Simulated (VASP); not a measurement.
# SnSe (Pnma) in VASP: single point with PBE

Aim: the single point of SnSe with PBE.

Program: VASP 6.6.1. These are calculated values, not measurements. Logs are shortened: lines on timing, memory, paths and dates and some standing lists are left out, and cuts for length are marked.

**The experiment to reproduce.**

“Linear dichroism of the optical properties of SnS and SnSe van der Waals crystals”, 2024, arxiv:2409.17412 reports, for a bulk crystal of SnSe at 20 K: band gap 0.99 eV (indirect).

The runs below are set against these values where they give the same quantity.

**1. The crystal as given**

It takes space group Pnma (No. 62, orthorhombic). The conventional cell has a = 11.664 Å, b = 4.126 Å, c = 4.701 Å, α = 90.00°, β = 90.00°, γ = 90.00°. Around Sn (site symmetry m) lie 3 Se at 2.77 Å. Around Se (site symmetry m) lie 3 Sn at 2.77 Å.

The cell is a database's computed one.

**2. Single point, PBE**

Contents of INCAR:

```
PREC     = Accurate       # precision mode
ENCUT    = 520            # plane-wave cutoff, eV
EDIFF    = 1E-6           # SCF threshold, eV
ISMEAR   = 0              # smearing method
SIGMA    = 0.1            # smearing width, eV
LREAL    = F              # projectors in reciprocal space
LASPH    = T              # aspherical terms in the spheres
NELM     = 100            # most SCF steps
ALGO     = Fast           # electronic algorithm
ISIF     = 2              # what is computed and relaxed
LWAVE    = F              # write WAVECAR
LCHARG   = F              # write CHGCAR
GGA      = PE             # functional
NBANDS   = 50             # bands
```

Contents of KPOINTS:

```
regular mesh
0
Gamma
  2 4 4
```

Contents of POSCAR:

```
SnSe
1.0
   11.6644582700      0.0000000000      0.0000000000
    0.0000000000      4.1262507400      0.0000000000
    0.0000000000      0.0000000000      4.7009072300
Sn Se
4 4
Direct
    0.6187868700      0.7500000000      0.3765543100
    0.8812131300      0.2500000000      0.8765543100
    0.3812131600      0.2500000000      0.6234456900
    0.1187868500      0.7500000000      0.1234457000
    0.1485530300      0.2500000000      0.5091818000
    0.6485530100      0.2500000000      0.9908182000
    0.3514469600      0.7500000000      0.0091818000
    0.8514469900      0.7500000000      0.4908182000
```

Potentials or basis: VASP PAW PBE potentials, release 64 (Sn_d, Se).

Launch:

```
$ cat potpaw_PBE.64/Sn_d/POTCAR potpaw_PBE.64/Se/POTCAR > POTCAR
$ mpirun -np 1 vasp_std > vasp.out
```

OUTCAR:

```text
PREC = Accurate
   ENCUT = 520
   EDIFF = 1E-6
   ISMEAR = 0
   LREAL = F
   LASPH = T
   NELM = 100
   ISIF = 2
   GGA = PE

 ion  position               nearest neighbor table
   1  0.619  0.750  0.377-   8 2.77   6 2.77   6 2.77   3 3.64   3 3.64
   2  0.881  0.250  0.877-   6 2.77   8 2.77   8 2.77   4 3.64   4 3.64
   3  0.381  0.250  0.623-   5 2.77   7 2.77   7 2.77   1 3.64   1 3.64
   4  0.119  0.750  0.123-   7 2.77   5 2.77   5 2.77   2 3.64   2 3.64
   5  0.149  0.250  0.509-   3 2.77   4 2.77   4 2.77
   6  0.649  0.250  0.991-   2 2.77   1 2.77   1 2.77
   7  0.351  0.750  0.009-   4 2.77   3 2.77   3 2.77
   8  0.851  0.750  0.491-   1 2.77   2 2.77   2 2.77

  LATTYP: Found a simple orthorhombic cell.
 ALAT       =     4.1262507400
 B/A-ratio  =     1.1392684367
 C/A-ratio  =     2.8268903188

  Lattice vectors:

 A1 = (   0.0000000000,   4.1262507400,   0.0000000000)
 A2 = (   0.0000000000,   0.0000000000,   4.7009072300)
 A3 = (  11.6644582700,   0.0000000000,   0.0000000000)

Analysis of symmetry for initial positions (statically):
=====================================================================
 Subroutine PRICEL returns:
 Original cell was already a primitive cell.

 Routine SETGRP: Setting up the symmetry group for a
 simple orthorhombic supercell.

 Subroutine GETGRP returns: Found  8 space group operations
 (whereof  2 operations were pure point group operations)
 out of a pool of  8 trial point group operations.

The static configuration has the point symmetry S_2 .
 The point group associated with its full space group is D_2h.

Analysis of symmetry for dynamics (positions and initial velocities):
=====================================================================
 Subroutine PRICEL returns:
 Original cell was already a primitive cell.

 Routine SETGRP: Setting up the symmetry group for a
 simple orthorhombic supercell.

 Subroutine GETGRP returns: Found  8 space group operations
 (whereof  2 operations were pure point group operations)
 out of a pool of  8 trial point group operations.

The dynamic configuration has the point symmetry S_2 .
 The point group associated with its full space group is D_2h.

 Subroutine INISYM returns: Found  8 space group operations
 (whereof  2 operations are pure point group operations),
 and found     1 'primitive' translations

----------------------------------------------------------------------------------------

                                     Primitive cell

  volume of cell :     226.2569

  direct lattice vectors                    reciprocal lattice vectors
    11.664458270  0.000000000  0.000000000     0.085730514  0.000000000  0.000000000
     0.000000000  4.126250740  0.000000000     0.000000000  0.242350759  0.000000000
     0.000000000  0.000000000  4.700907230     0.000000000  0.000000000  0.212724896

  length of vectors
    11.664458270  4.126250740  4.700907230     0.085730514  0.242350759  0.212724896

  position of ions in fractional coordinates (direct lattice)
     0.618786870  0.750000000  0.376554310
     0.881213130  0.250000000  0.876554310
     0.381213160  0.250000000  0.623445690
     0.118786850  0.750000000  0.123445700
     0.148553030  0.250000000  0.509181800
     0.648553010  0.250000000  0.990818200
     0.351446960  0.750000000  0.009181800
     0.851446990  0.750000000  0.490818200

  ion indices of the primitive-cell ions
   primitive index   ion index
                 1           1
                 2           2
                 3           3
                 4           4
                 5           5
                 6           6
                 7           7
                 8           8

----------------------------------------------------------------------------------------

 KPOINTS: regular mesh

Automatic generation of k-mesh.
 Grid dimensions read from file:
 generate k-points for:    2    4    4

 Generating k-lattice:

  Cartesian coordinates                     Fractional coordinates (reciprocal lattice)
     0.042865257  0.000000000  0.000000000     0.500000000  0.000000000  0.000000000
     0.000000000  0.060587690  0.000000000     0.000000000  0.250000000  0.000000000
     0.000000000  0.000000000  0.053181224     0.000000000  0.000000000  0.250000000

  Length of vectors
     0.042865257  0.060587690  0.053181224

  Shift w.r.t. Gamma in fractional coordinates (k-lattice)
     0.000000000  0.000000000  0.000000000

 Subroutine IBZKPT returns following result:
 ===========================================

 Found     18 irreducible k-points:

 Following reciprocal coordinates:
            Coordinates               Weight
  0.000000  0.000000  0.000000      1.000000
  0.500000  0.000000  0.000000      1.000000
  0.000000  0.250000  0.000000      2.000000
  0.500000  0.250000  0.000000      2.000000
  0.000000  0.500000  0.000000      1.000000
  0.500000  0.500000  0.000000      1.000000
[... 10 lines left out ...]
  0.000000  0.500000  0.500000      1.000000
  0.500000  0.500000  0.500000      1.000000
   k-points           NKPTS =     18   k-points in BZ     NKDIM =     18   number of bands    NBANDS=     50
   number of dos      NEDOS =    301   number of ions     NIONS =      8
   total plane-waves  NPLWV = 103680
   dimension x,y,z NGX =    90 NGY =   32 NGZ =   36
   dimension x,y,z NGXF=   180 NGYF=   64 NGZF=   72
   ions per type =               4   4
   NGX,Y,Z   is equivalent  to a cutoff of  12.83, 12.89, 12.73 a.u.
   NGXF,Y,Z  is equivalent  to a cutoff of  25.65, 25.79, 25.46 a.u.
 SYSTEM =  unknown system
   PREC   = accura    normal or accurate (medium, high low for compatibility)
   ISTART =      0    job   : 0-new  1-cont  2-samecut
   ICHARG =      2    charge: 1-file 2-atom 10-const
   ISPIN  =      1    spin polarized calculation?
   LNONCOLLINEAR =      F non collinear calculations
   LSORBIT =      F    spin-orbit coupling
   LASPH  =      T    aspherical Exc in radial PAW
   ENCUT  =  520.0 eV  38.22 Ry    6.18 a.u.  21.69  7.67  8.74*2*pi/ulx,y,z
   NELM   =    100;   NELMIN=  2; NELMDL= -5     # of ELM steps
   EDIFF  = 0.1E-05   stopping-criterion for ELM
   LREAL  =      F    real-space projection
   EDIFFG = 0.1E-04   stopping-criterion for IOM
   NSW    =      0    number of steps for IOM
   IBRION =     -1    ionic relax: 0-MD 1-quasi-New 2-CG
   NFREE  =      0    steps in history (QN), initial steepest desc. (CG)
   ISIF   =      2    stress and relaxation
   ISYM   =      2    0-nonsym 1-usesym 2-fastsym
   POTIM  = 0.5000    time-step for ionic-motion
   TEBEG  =    0.0;   TEEND  =   0.0 temperature during run
   PSTRESS=    0.0 pullay stress
   NELECT =      80.0000    total number of electrons
   NUPDOWN=      -1.0000    fix difference up-down
   EMIN   =  10.00;   EMAX   =-10.00  energy-range for DOS
   EFERMI =   0.00;   METHOD = LEGACY
   ISMEAR =     0;   SIGMA  =   0.10  broadening in eV -4-tet -1-fermi 0-gaus
   EFERMI_NEDOS =   21; number of points for ismear=-14 and -15
   IALGO  =     68    algorithm
   IMIX   =      4    mixing-type and parameters
     AMIX     =   0.40;   BMIX     =  1.00
     AMIX_MAG =   1.60;   BMIX_MAG =  1.00
  volume/ion in A,a.u.               =      28.28       190.86
  Fermi-wavevector in a.u.,A,eV,Ry     =   1.157633  2.187609 18.233358  1.340114
  Thomas-Fermi vector in A             =   2.294243
   LORBIT       =      0    0 simple, 1 ext, 2 COOP (PROOUT), +10 PAW based schemes
   GGA     = PE    functional components
   LHFCALC =     F    Hartree Fock is set to
   AEXX    =    0.0000 exact exchange contribution
   IVDW    =     0    specifies the selected vdW correction
   LEPSILON=     F    determine dielectric tensor
   LRPA    =     F    only Hartree local field effects (RPA)
 non-spin polarized calculation
 RMM-DIIS sequential band-by-band and
 Gauss-broadening in eV      SIGMA  =   0.10
  energy-cutoff  :      520.00
  volume of cell :      226.26
 maximum number of plane-waves:      6136
 NGX is ok and might be reduce to    90
   NGX = 43   NGY = 15   NGZ = 17

 number of electron      79.9999992 magnetization

 Free energy of the ion-electron system (eV)
  ---------------------------------------------------
  ext. energy  EPLUGINS =         0.00000000
  ---------------------------------------------------
  free energy    TOTEN  =       -32.85275045 eV

  energy without entropy =      -32.85275045  energy(sigma->0) =      -32.85275045

 E-fermi :   5.1139     XC(G=0):  -9.4019

 val. band max:        4.6252504175   @ k =   0.0000   0.0000   0.5000
 cond. band min:       5.7664063813   @ k =   0.0000   0.0000   0.0000
 fundamental gap:      1.1411559638
 Fermi energy:         5.1138758555

 k-point     1 :       0.0000    0.0000    0.0000
  band No.  band energies     occupation
      1     -16.4620      2.00000
      2     -16.4517      2.00000
      3     -16.4471      2.00000
      4     -16.4417      2.00000
      5     -16.4413      2.00000
      6     -16.4381      2.00000
[... 42 lines left out ...]
     49       9.4188      0.00000
     50       9.8081      0.00000

 k-point     2 :       0.5000    0.0000    0.0000
  band No.  band energies     occupation
      1     -16.4579      2.00000
      2     -16.4579      2.00000
      3     -16.4436      2.00000
      4     -16.4436      2.00000
      5     -16.4403      2.00000
      6     -16.4403      2.00000
[... 42 lines left out ...]
     49       9.4480      0.00000
     50       9.4480      0.00000

 k-point     3 :       0.0000    0.2500    0.0000
  band No.  band energies     occupation
      1     -16.4524      2.00000
      2     -16.4510      2.00000
      3     -16.4468      2.00000
      4     -16.4447      2.00000
      5     -16.4387      2.00000
      6     -16.4372      2.00000
[... 784 lines left out ...]
     49      10.0767      0.00000
     50      10.0777      0.00000

 k-point    18 :       0.5000    0.5000    0.5000
  band No.  band energies     occupation
      1     -16.4584      2.00000
      2     -16.4584      2.00000
      3     -16.4584      2.00000
      4     -16.4584      2.00000
      5     -16.4315      2.00000
      6     -16.4315      2.00000
[... 42 lines left out ...]
     49      11.1086      0.00000
     50      11.1128      0.00000

------------------------ aborting loop because EDIFF is reached ----------------------------------------

  FORCE on cell =-STRESS in cart. coord.  units (eV):
  Direction    XX          YY          ZZ          XY          YZ          ZX
  --------------------------------------------------------------------------------------
  -------------------------------------------------------------------------------------
  Total        1.7659395      2.1221409      0.7804677      0.0000000      0.0000000      0.0000000
  in kB       12.5050242     15.0273681      5.5266716      0.0000000      0.0000000      0.0000000
  external PRESSURE =      11.0196880 kB  Pullay stress =       0.0000000 kB

 VOLUME and BASIS-vectors are now :
 -----------------------------------------------------------------------------
  energy-cutoff  :      520.00
  volume of cell :      226.26
      direct lattice vectors                 reciprocal lattice vectors
    11.664458270  0.000000000  0.000000000     0.085730514  0.000000000  0.000000000
     0.000000000  4.126250740  0.000000000     0.000000000  0.242350759  0.000000000
     0.000000000  0.000000000  4.700907230     0.000000000  0.000000000  0.212724896

 POSITION                                       TOTAL-FORCE (eV/Angst)
 -----------------------------------------------------------------------------------
      7.21781      3.09469      1.77015        -0.115724      0.000000      0.155894
     10.27887      1.03156      4.12060         0.115724     -0.000000      0.155894
      4.44664      1.03156      2.93076         0.115724     -0.000000     -0.155894
      1.38558      3.09469      0.58031        -0.115724      0.000000     -0.155894
      1.73279      1.03156      2.39362        -0.129822     -0.000000      0.169262
      7.56502      1.03156      4.65774        -0.129822      0.000000     -0.169262
      4.09944      3.09469      0.04316         0.129822      0.000000      0.169262
      9.93167      3.09469      2.30729         0.129822      0.000000     -0.169262
 -----------------------------------------------------------------------------------
    total drift:                               -0.000022      0.000000      0.000146

  FREE ENERGIE OF THE ION-ELECTRON SYSTEM (eV)
  ---------------------------------------------------
  free  energy   TOTEN  =       -32.8527504513 eV

  energy  without entropy=      -32.8527504513  energy(sigma->0) =      -32.85275045
```

It took 3.2 min on 1 thread of Intel Xeon Platinum 8559C (Emerald Rapids), shared host; peak memory 0.4 GiB.

What came out:

- Free energy: -32.8528 eV
- Pressure: 1.1 GPa
- Largest force: 0.213 eV/Å
- Band gap on the k mesh: 1.14 eV, indirect (least direct gap 1.20 eV)

Forces in eV/Å, atoms in the order of the input:
```
Sn  -0.116  0.000  0.156
Sn   0.116  0.000  0.156
Sn   0.116  0.000 -0.156
Sn  -0.116  0.000 -0.156
Se  -0.130  0.000  0.169
Se  -0.130  0.000 -0.169
Se   0.130  0.000  0.169
Se   0.130  0.000 -0.169
```

Caveat: spin-orbit coupling is left out, which moves the levels of the heavy elements.

**3. Comparison with measurements**

Step 2. Against the measured gap of SnSe, 0.99 eV (indirect; 20 K; “Linear dichroism of the optical properties of SnS and SnSe van der Waals crystals”, 2024, arxiv:2409.17412), the calculated 1.14 eV is off by +0.15 eV. 2 values of this kind are on record (0.89 to 0.99 eV); this one was drawn at random. Spin-orbit coupling on Se, Sn is left out. The value is that of PBE on a finite k mesh, which can miss the band edges, without temperature or zero-point motion. The cell is a database's relaxed one, not the measured one, which moves gaps too.
